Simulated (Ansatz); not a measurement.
## Si on Ag(111): change of the work function: cost of one run

Ansatz 0.2.0; plane-wave DFT, PBE, Ansatz PAW. The cell holds 18 atoms.

The input, input.yaml:

```yaml
crystal:
  lattice:
    - [5.7841334702, 1.0e-10, 0.0]
    - [2.892066735, 5.0092065241, 0.0]
    - [0.0, 0.0, 27.2677377182]
  atoms:
    - { symbol: Ag, position: [0.0, 0.0, 0.3300603847] }
    - { symbol: Ag, position: [0.1666666667, 0.1666666667, 0.4166595234] }
    - { symbol: Ag, position: [0.3333333333, 0.3333333333, 0.5042604991] }
[... 9 atom lines left out ...]
    - { symbol: Ag, position: [0.5, 0.5, 0.3300603847] }
    - { symbol: Ag, position: [0.6666666667, 0.6666666667, 0.4166595234] }
    - { symbol: Ag, position: [0.8333333333, 0.8333333333, 0.5042604991] }
    - { symbol: Ag, position: [0.5, 0.5, 0.5926872785] }
    - { symbol: Si, position: [0.3333333333, 0.3333333333, 0.6699396153] }
    - { symbol: Si, position: [0.8333333333, 0.3333333333, 0.6699396153] }
kpoints:
  mp_grid: { grid: [6, 6, 1] }
hamiltonian:
  xc: pbe
scf:
  occupations: { method: fermi_dirac, width: 0.1 }
  convergence: { dr2_threshold: 1.0e-08 }
efield:
  axis: 3
  dipole_correction: true
  ramp_position: 0.97
  ramp_width: 0.06
relax:
  f_tol: 0.02
  max_steps: 60
  constraints: [{ sites: [0, 1, 4, 5, 8, 9, 12, 13] }]
output:
  bader: true
  dos: { projected: true, e_range: [-8, 4] }
  write_potential: true
  write_density: true
  volumetric_format: npy
```

On the command line:

```console
$ ansatz run input.yaml --threads 4 --pin off --max-ram 12288MiB --backend cpu --events-out ev --progress --plain --runs-dir out
```

The cutoff in use is 420 eV. For reference, a run of the same kind (4 atoms, 19 k-points, 46 bands and 3,551 plane waves; 29 SCF cycles) took 15 s and 0.73 GiB on the same hardware.

What time and memory should one allow on 4 threads of Intel Xeon Platinum 8259CL at 2.50GHz (Skylake/Cascade Lake), shared host?

A cutoff of 420 eV is a sphere of radius 10.5 Å⁻¹, so a cell of 790 Å³ holds about V·G³/6π² = 15,440 plane waves. At two electrons a band, the 312 electrons need 156 bands, and 32 more are carried. Symmetry cuts the 6×6×1 mesh from 36 to 13 points. The run has 13 k-points, 188 bands and 15,535 plane waves. Taking the work of a cycle as k-points × spins × bands × plane waves, that is 12 times the reference, or 3.1 min at the reference's 29 cycles. The run needed 41 SCF cycles over 5 ionic steps, which makes it about 4.4 min. One copy of the wavefunctions takes 0.57 GiB at 16 bytes a coefficient, against 0.046 GiB in the reference; grids, projectors and work arrays come on top. Measured: about 4.4 min, with a peak of 4.1 GiB. The estimate holds within 25 %.

[Logs are printed without paths, hosts, clocks, repeated set-up lines and the standing remarks that a program may print on its own settings, such as how far it seeks lower states.]

[Hosts, paths, dates, database ids (printed as entryN), source tags and the programs' standing remarks are cut or masked in the printed files.]

[Maps of the electrostatic potential energy from Ansatz leave out the sawtooth potential of an applied field or a dipole correction, so their vacuum need not be flat; planar profiles and work functions include it.]
